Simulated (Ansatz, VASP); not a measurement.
# Hf in VASP and in Ansatz

File INCAR:

```
SYSTEM = Hf
PREC = Accurate
ENCUT = 520
EDIFF = 1E-7
ISMEAR = 0
SIGMA = 0.15
LREAL = .FALSE.
LASPH = .TRUE.
NELM = 100
ALGO = Fast
ISIF = 2
LWAVE = .FALSE.
LCHARG = .TRUE.
GGA = PS
LELF = .TRUE.
LVHAR = .TRUE.
NBANDS = 11
```

File KPOINTS:

```
Automatic mesh
0
G
  20 20 20
  0 0 0
```

Contents of POSCAR:

```
Hf
1.0
   -1.9054792815      1.9054792815      1.6196573893
    1.9054792815     -1.9054792815      1.6196573893
    1.9054792815      1.9054792815     -1.6196573893
Hf
1
Direct
    0.0000000000      0.0000000000      0.0000000000
```

Input for Ansatz:

```yaml
crystal:
  lattice:
    - [-1.9054792815, 1.9054792815, 1.6196573893]
    - [1.9054792815, -1.9054792815, 1.6196573893]
    - [1.9054792815, 1.9054792815, -1.6196573893]
  atoms:
    - { symbol: Hf, position: [0.0, 0.0, 0.0] }
basis:
  ecutwfc: 420
kpoints:
  mp_grid: { grid: [20, 20, 20] }
hamiltonian:
  xc: pbesol
scf:
  occupations: { method: gaussian, width: 0.15 }
output:
  forces: true
  stress: true
  eigenvalues: true
```

Alike in both runs: task single point; functional PBEsol; k mesh 20 × 20 × 20; occupations gaussian, width 0.15 eV; no spin polarisation.

|  | VASP | Ansatz |
| --- | --- | --- |
| version | VASP 6.6.1 | Ansatz 0.2.0 |
| potentials or method | VASP PAW PBE potentials, release 64 (Hf_pv) | scalar-relativistic, plane waves, PAW |
| plane-wave cutoff (eV) | 520 | 420 |
| valence electrons in the cell | 10 | 26 |

```csv
,VASP,Ansatz,Ansatz less VASP
gap on the k mesh at the Fermi level (eV),none,none,-
pressure (GPa),-9.2,-8.8,+0.33
largest component of the traceless stress (GPa),0.44,0.41,-0.031
```

A gap of «none» marks a metal or a gap that the smearing closes. The functional is the same, so the differences come from potentials, cutoffs and numerics. The two sets of potentials don't hold the same shells in valence.

Caveats: the PAW data sets were made with another functional, which shifts forces and pressure a little (VASP). The runs have no spin-orbit coupling, so splittings on Hf are missing.
